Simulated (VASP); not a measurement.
# BP (F-43m) in VASP: a series of runs

Runs on BP. Level: HSE06. Tasks: single point.

All numbers are computed with VASP 6.6.1; they aren't measurements. Logs are shortened: lines on timing, memory, paths and dates and some standing lists are left out, and cuts for length are marked.

## Step 1: The structure

Symmetry: F-43m, No. 216, cubic system. The conventional cell has a = 4.538 Å, b = 4.538 Å, c = 4.538 Å, α = 90.00°, β = 90.00°, γ = 90.00°. P (site symmetry -43m) has 4 B at 1.97 Å as nearest neighbours. Around B (site symmetry -43m) lie 4 P at 1.97 Å.

## Step 2: Single point, HSE06

Input file POSCAR:

```
BP
1.0
    0.0000000000      2.2690000000      2.2690000000
    2.2690000000      0.0000000000      2.2690000000
    2.2690000000      2.2690000000      0.0000000000
P B
1 1
Direct
    0.7500000000      0.7500000000      0.7500000000
    0.0000000000      0.0000000000      0.0000000000
```

Input file INCAR.step1:

```
PREC = Accurate ; ENCUT = 400
EDIFF = 1E-5 ; ISMEAR = 0
SIGMA = 0.01 ; LREAL = False
LASPH = True ; NELM = 100
ALGO = Normal ; ISIF = 2
LWAVE = True ; LCHARG = False
NKRED = 1 ; NBANDS = 12
GGA = PE
```

Input file INCAR.step2:

```
PREC = Accurate ; ENCUT = 400
EDIFF = 1E-6 ; ISMEAR = 0
SIGMA = 0.01 ; LREAL = False
LASPH = True ; NELM = 100
ALGO = Normal ; ISIF = 2
LWAVE = False ; LCHARG = False
GGA = PE ; LHFCALC = True
HFSCREEN = 0.2 ; PRECFOCK = Fast
NKRED = 1 ; NBANDS = 12
ISTART = 1
```

Input file KPOINTS:

```
Automatic mesh
0
Gamma
  5 5 5
```

Potentials or basis: VASP PAW PBE potentials, release 64 (P, B).

Started as:

```bash
$ cat potpaw_PBE.64/P/POTCAR potpaw_PBE.64/B/POTCAR > POTCAR
$ cp INCAR.step1 INCAR
$ mpirun -np 1 vasp_std > vasp.out
$ cp INCAR.step2 INCAR
$ mpirun -np 1 vasp_std > vasp.out
```

OUTCAR:

```text
PREC = Accurate
   ENCUT = 400
   EDIFF = 1E-6
   ISMEAR = 0
   LREAL = False
   LASPH = True
   NELM = 100
   ISIF = 2
   GGA = PE
   LHFCALC = True
   HFSCREEN = 0.2
   PRECFOCK = Fast
   NKRED = 1
   ISTART = 1

 Found     10 irreducible k-points:

 Following reciprocal coordinates:
            Coordinates               Weight
  0.000000  0.000000  0.000000      1.000000
  0.200000  0.000000  0.000000      8.000000
  0.400000  0.000000  0.000000      8.000000
  0.200000  0.200000  0.000000      6.000000
  0.400000  0.200000  0.000000     24.000000
 -0.400000  0.200000  0.000000     24.000000
   k-points           NKPTS =     10   k-points in BZ     NKDIM =    125   number of bands    NBANDS=     12
   number of dos      NEDOS =    301   number of ions     NIONS =      2
   total plane-waves  NPLWV =  13824
   dimension x,y,z NGX =    24 NGY =   24 NGZ =   24
   dimension x,y,z NGXF=    48 NGYF=   48 NGZF=   48
   ions per type =               1   1
   NGX,Y,Z   is equivalent  to a cutoff of  12.43, 12.43, 12.43 a.u.
   NGXF,Y,Z  is equivalent  to a cutoff of  24.87, 24.87, 24.87 a.u.
 SYSTEM =  unknown system
   PREC   = accura    normal or accurate (medium, high low for compatibility)
   ISTART =      1    job   : 0-new  1-cont  2-samecut
   ICHARG =      0    charge: 1-file 2-atom 10-const
   ISPIN  =      1    spin polarized calculation?
   LNONCOLLINEAR =      F non collinear calculations
   LSORBIT =      F    spin-orbit coupling
   LASPH  =      T    aspherical Exc in radial PAW
   ENCUT  =  400.0 eV  29.40 Ry    5.42 a.u.   5.23  5.23  5.23*2*pi/ulx,y,z
   NELM   =    100;   NELMIN=  2; NELMDL=  0     # of ELM steps
   EDIFF  = 0.1E-05   stopping-criterion for ELM
   LREAL  =      F    real-space projection
   EDIFFG = 0.1E-04   stopping-criterion for IOM
   NSW    =      0    number of steps for IOM
   IBRION =     -1    ionic relax: 0-MD 1-quasi-New 2-CG
   NFREE  =      0    steps in history (QN), initial steepest desc. (CG)
   ISIF   =      2    stress and relaxation
   ISYM   =      3    0-nonsym 1-usesym 2-fastsym
   POTIM  = 0.5000    time-step for ionic-motion
   TEBEG  =    0.0;   TEEND  =   0.0 temperature during run
   PSTRESS=    0.0 pullay stress
   NELECT =       8.0000    total number of electrons
   NUPDOWN=      -1.0000    fix difference up-down
   EMIN   =  10.00;   EMAX   =-10.00  energy-range for DOS
   EFERMI =   0.00;   METHOD = LEGACY
   ISMEAR =     0;   SIGMA  =   0.01  broadening in eV -4-tet -1-fermi 0-gaus
   EFERMI_NEDOS =   21; number of points for ismear=-14 and -15
   IALGO  =     38    algorithm
   IMIX   =      1    mixing-type and parameters
     AMIX     =   0.40;   BMIX     =  1.00
     AMIX_MAG =   1.60;   BMIX_MAG =  1.00
  volume/ion in A,a.u.               =      11.68        78.83
  Fermi-wavevector in a.u.,A,eV,Ry     =   1.145320  2.164342 17.847562  1.311759
  Thomas-Fermi vector in A             =   2.282009
   LORBIT       =      0    0 simple, 1 ext, 2 COOP (PROOUT), +10 PAW based schemes
   GGA     = PE    functional components
   LHFCALC =     T    Hartree Fock is set to
   PRECFOCK=fast      Normal, Fast or Accurate (Low or Medium for compatibility)
   ENCUT4O =  -1.0   cutoff for four orbital integrals eV
   NKREDX  =     1    reduce k-point grid by
   NKREDY  =     1    reduce k-point grid by
   NKREDZ  =     1    reduce k-point grid by
   AEXX    =    0.2500 exact exchange contribution
   HFSCREEN=    0.2000 screening length (either q_TF or 0.3 A-1)
   HFSCREENC=   0.2000 screening length for correlation (either q_TF or 0.3 A-1)
   ENCUTFOCK=  -1.0 apply spherical cutoff to Coloumb kernel
   IVDW    =     0    specifies the selected vdW correction
   LEPSILON=     F    determine dielectric tensor
   LRPA    =     F    only Hartree local field effects (RPA)
 non-spin polarized calculation
 Gauss-broadening in eV      SIGMA  =   0.01
  energy-cutoff  :      400.00
  volume of cell :       23.36
 maximum number of plane-waves:       432
 NGX is ok and might be reduce to    24
  NGX = 14; NGY = 14; NGZ = 14

 number of electron       8.0000000 magnetization

 Free energy of the ion-electron system (eV)
  ---------------------------------------------------
  ext. energy  EPLUGINS =         0.00000000
  ---------------------------------------------------
  free energy    TOTEN  =       -14.82330982 eV

  energy without entropy =      -14.82330982  energy(sigma->0) =      -14.82330982

 E-fermi :   7.1357     XC(G=0):  -8.9905

 val. band max:        6.9986388757   @ k =   0.0000   0.0000   0.0000
 cond. band min:       8.9937702449   @ k =   0.4000   0.4000   0.0000
 fundamental gap:      1.9951313692
 Fermi energy:         7.1357241668

 k-point     1 :       0.0000    0.0000    0.0000
  band No.  band energies     occupation
      1     -10.0954      2.00000
      2       6.9986      2.00000
      3       6.9986      2.00000
      4       6.9986      2.00000
      5      11.3611      0.00000
      6      11.3611      0.00000
      7      11.3611      0.00000
      8      15.7227      0.00000
      9      19.6257      0.00000
     10      20.4748      0.00000
     11      20.4748      0.00000
     12      24.0776      0.00000

 k-point     2 :       0.2000    0.0000    0.0000
  band No.  band energies     occupation
      1      -9.3112      2.00000
      2       3.0203      2.00000
      3       6.0827      2.00000
      4       6.0827      2.00000
      5      12.0224      0.00000
      6      12.5736      0.00000
      7      12.5736      0.00000
      8      17.4865      0.00000
      9      19.0859      0.00000
     10      19.0859      0.00000
     11      21.1683      0.00000
     12      23.8433      0.00000

 k-point     3 :       0.4000    0.0000    0.0000
  band No.  band energies     occupation
      1      -7.1902      2.00000
      2      -1.8709      2.00000
      3       5.1842      2.00000
      4       5.1842      2.00000
      5      11.8154      0.00000
      6      12.8319      0.00000
      7      12.8319      0.00000
      8      18.4613      0.00000
      9      21.5700      0.00000
     10      21.5700      0.00000
     11      22.5254      0.00000
     12      26.8328      0.00000

 k-point     4 :       0.2000    0.2000    0.0000
  band No.  band energies     occupation
      1      -9.0465      2.00000
      2       4.1264      2.00000
      3       4.6627      2.00000
      4       4.6627      2.00000
      5      10.0169      0.00000
      6      14.1921      0.00000
      7      14.8067      0.00000
      8      14.8067      0.00000
      9      19.6378      0.00000
     10      21.5741      0.00000
     11      22.5594      0.00000
     12      26.0340      0.00000

 k-point     5 :       0.4000    0.2000    0.0000
  band No.  band energies     occupation
      1      -7.3128      2.00000
      2      -0.0849      2.00000
      3       3.2762      2.00000
      4       3.8375      2.00000
      5      10.6528      0.00000
      6      14.1000      0.00000
      7      15.5603      0.00000
      8      15.7493      0.00000
      9      21.8945      0.00000
     10      23.2347      0.00000
     11      24.1933      0.00000
     12      26.8485      0.00000

 k-point     6 :      -0.4000    0.2000    0.0000
  band No.  band energies     occupation
      1      -5.9135      2.00000
      2      -2.2903      2.00000
      3       2.0298      2.00000
      4       4.2716      2.00000
      5      11.2407      0.00000
      6      14.8531      0.00000
      7      15.1594      0.00000
      8      18.6535      0.00000
      9      19.9082      0.00000
     10      20.7983      0.00000
     11      25.1069      0.00000
     12      27.5039      0.00000

 [... further k-points ...]

------------------------ aborting loop because EDIFF is reached ----------------------------------------

  FORCE on cell =-STRESS in cart. coord.  units (eV):
  Direction    XX          YY          ZZ          XY          YZ          ZX
  --------------------------------------------------------------------------------------
  -------------------------------------------------------------------------------------
  Total       -0.2614710     -0.2614710     -0.2614710      0.0000000      0.0000000      0.0000000
  in kB      -17.9308404    -17.9308404    -17.9308404      0.0000000      0.0000000      0.0000000
  external PRESSURE =     -17.9308404 kB  Pullay stress =       0.0000000 kB

 VOLUME and BASIS-vectors are now :
 -----------------------------------------------------------------------------
  energy-cutoff  :      400.00
  volume of cell :       23.36
      direct lattice vectors                 reciprocal lattice vectors
     0.000000000  2.269000000  2.269000000    -0.220361393  0.220361393  0.220361393
     2.269000000  0.000000000  2.269000000     0.220361393 -0.220361393  0.220361393
     2.269000000  2.269000000  0.000000000     0.220361393  0.220361393 -0.220361393

 POSITION                                       TOTAL-FORCE (eV/Angst)
 -----------------------------------------------------------------------------------
      3.40350      3.40350      3.40350        -0.000000      0.000000      0.000000
      0.00000      0.00000      0.00000         0.000000     -0.000000     -0.000000
 -----------------------------------------------------------------------------------
    total drift:                               -0.000000     -0.000000      0.000000

  FREE ENERGIE OF THE ION-ELECTRON SYSTEM (eV)
  ---------------------------------------------------
  free  energy   TOTEN  =       -14.8233098159 eV

  energy  without entropy=      -14.8233098159  energy(sigma->0) =      -14.82330982
```

Wall time 29 s (1 thread of Intel Xeon Platinum 8488C (Sapphire Rapids), shared host); peak memory 0.23 GiB.

The run converged, but some of its settings lie outside the range that counts as converged, so its numbers aren't taken as properties of the crystal.

Results:

```
Free energy            : -14.8233 eV
Pressure               : -1.8 GPa
Band gap on the k mesh : 2.00 eV, indirect (least direct gap 4.36 eV)
```

Caveat: the k mesh is coarse (spacing up to 0.48 Å⁻¹), so the values aren't converged, least of all with exact exchange; the PAW data sets were made with another functional, which shifts forces and pressure a little; an odd mesh through Γ misses points on the zone boundary, where band edges often lie.

## Step 3: Single point, HSE06

POSCAR is that of step 2.

Edit INCAR.step1 of step 2 so:

```diff
@@ -1,2 +1,2 @@
-PREC = Accurate ; ENCUT = 400
+PREC = Accurate ; ENCUT = 500
 EDIFF = 1E-5 ; ISMEAR = 0
```

Edit INCAR.step2 of step 2 so:

```diff
@@ -1,2 +1,2 @@
-PREC = Accurate ; ENCUT = 400
+PREC = Accurate ; ENCUT = 500
 EDIFF = 1E-6 ; ISMEAR = 0
```

KPOINTS is that of step 2.

Potentials or basis: VASP PAW PBE potentials, release 64 (P, B).

Started as:

```bash
$ cat potpaw_PBE.64/P/POTCAR potpaw_PBE.64/B/POTCAR > POTCAR
$ cp INCAR.step1 INCAR
$ mpirun -np 1 vasp_std > vasp.out
$ cp INCAR.step2 INCAR
$ mpirun -np 1 vasp_std > vasp.out
```

Wall time 30 s (1 thread of Intel Xeon Platinum 8488C (Sapphire Rapids), shared host); peak memory 0.23 GiB.

The run converged, but some of its settings lie outside the range that counts as converged, so its numbers aren't taken as properties of the crystal.

Results:

```yaml
Free_energy: -14.8238 eV
Pressure: -1.8 GPa
Band_gap_on_the_k_mesh: 2.00 eV, indirect (least direct gap 4.36 eV)
```

Caveat: the k mesh is coarse (spacing up to 0.48 Å⁻¹), so the values aren't converged, least of all with exact exchange; the PAW data sets were made with another functional, which shifts forces and pressure a little; an odd mesh through Γ misses points on the zone boundary, where band edges often lie.

## Step 4: Single point, HSE06

POSCAR is that of step 3.

Input file INCAR.step1:

```
PREC = Accurate ; ENCUT = 350
EDIFF = 1E-5 ; ISMEAR = 0
SIGMA = 0.01 ; LREAL = False
LASPH = True ; NELM = 100
ALGO = Normal ; ISIF = 2
LWAVE = True ; LCHARG = False
NKRED = 3 ; NBANDS = 12
GGA = PE
```

Input file INCAR.step2:

```
PREC = Accurate ; ENCUT = 350
EDIFF = 1E-6 ; ISMEAR = 0
SIGMA = 0.01 ; LREAL = False
LASPH = True ; NELM = 100
ALGO = Normal ; ISIF = 2
LWAVE = False ; LCHARG = False
GGA = PE ; LHFCALC = True
HFSCREEN = 0.2 ; PRECFOCK = Fast
NKRED = 3 ; NBANDS = 12
ISTART = 1
```

Input file KPOINTS:

```
Automatic mesh
0
Gamma
  6 6 6
```

Started as:

```bash
$ cat potpaw_PBE.64/P/POTCAR potpaw_PBE.64/B/POTCAR > POTCAR
$ cp INCAR.step1 INCAR
$ mpirun -np 1 vasp_std > vasp.out
$ cp INCAR.step2 INCAR
$ mpirun -np 1 vasp_std > vasp.out
```

Wall time 9.2 s (1 thread of Intel Xeon Platinum 8488C (Sapphire Rapids), shared host); peak memory 0.22 GiB.

These settings aren't checked as converged: the numbers below hold their error.

What came out:

```yaml
Free_energy: -15.2009 eV
Band_gap_on_the_k_mesh: 2.74 eV, indirect (least direct gap 5.00 eV)
```

Caveat: the cutoff is under 1.25 times the usual one of these potentials, so pressure, stress and relaxed cells hold a basis-set (Pulay) error; the PAW data sets were made with another functional, which shifts forces and pressure a little.

[end of part 1 of 2]
